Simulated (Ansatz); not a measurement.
Wanted: the native input for an Ansatz 0.2.0 run.

| Property | Result |
| --- | --- |
| Task | single point |
| Functional | r2SCAN0 form with a typed share of exact exchange |
| Potentials or basis | Ansatz PAW |
| Cutoff | 500 eV (not typed: the program's choice for these potentials) |
| k mesh | 6 × 6 × 6 |
| Occupations | fermi-dirac, width 0.05 eV |
| Spin | no spin polarisation |
| Share of exact exchange | 0.1 |

Crystal: Ge.

```
Ge
1.0
    -2.57449    2.57449    1.39741
     2.57449   -2.57449    1.39741
     2.57449    2.57449   -1.39741
Ge
2
Direct
  0.50000 0.50000 0.00000
  0.25000 0.75000 0.50000
```

This isn't the form of Ge at room conditions, which is diamond.

One way to write it, as run:

input.yaml

```yaml
crystal:
  lattice:
    - [-2.574489719, 2.574489719, 1.3974126432]
    - [2.574489719, -2.574489719, 1.3974126432]
    - [2.574489719, 2.574489719, -1.3974126432]
  atoms:
    - { symbol: Ge, position: [0.5, 0.5, 0.0] }
    - { symbol: Ge, position: [0.25, 0.75, 0.5] }
hamiltonian:
  xc: { exchange: r2scan, correlation: r2scan, exx: { coeff: 0.1 } }
  pseudopotentials: { kind: paw }
kpoints:
  mp_grid: { grid: [6, 6, 6] }
scf:
  occupations: { method: fermi_dirac, width: 0.05 }
output:
  forces: true
  stress: true
  eigenvalues: true
  write_density: true
  write_potential: true
  elf: true
  volumetric_format: npy
```

Potentials or basis: Ansatz PAW.

Run with:

```console
$ ansatz run input.yaml --threads 2 --pin off --max-ram 5632MiB --backend cpu --events-out ev --progress --plain --runs-dir out
```

Results of the run:

- Pressure: -0.3 GPa
- Band gap on the k mesh: none (metal or under the smearing width)

Caveat: the k mesh is coarse (spacing up to 0.43 Å⁻¹), so the values aren't converged, least of all with exact exchange; the PAW data sets come from PBE, with cores solved anew for the run's functional, which leaves a small shift of forces and pressure; the thresholds are loose for stress.

Run time: 42 s on 2 threads of Intel(R) Xeon(R) Platinum 8259CL CPU @ 2.50GHz (Skylake/Cascade Lake), on a shared host, peak memory 1.5 GiB.
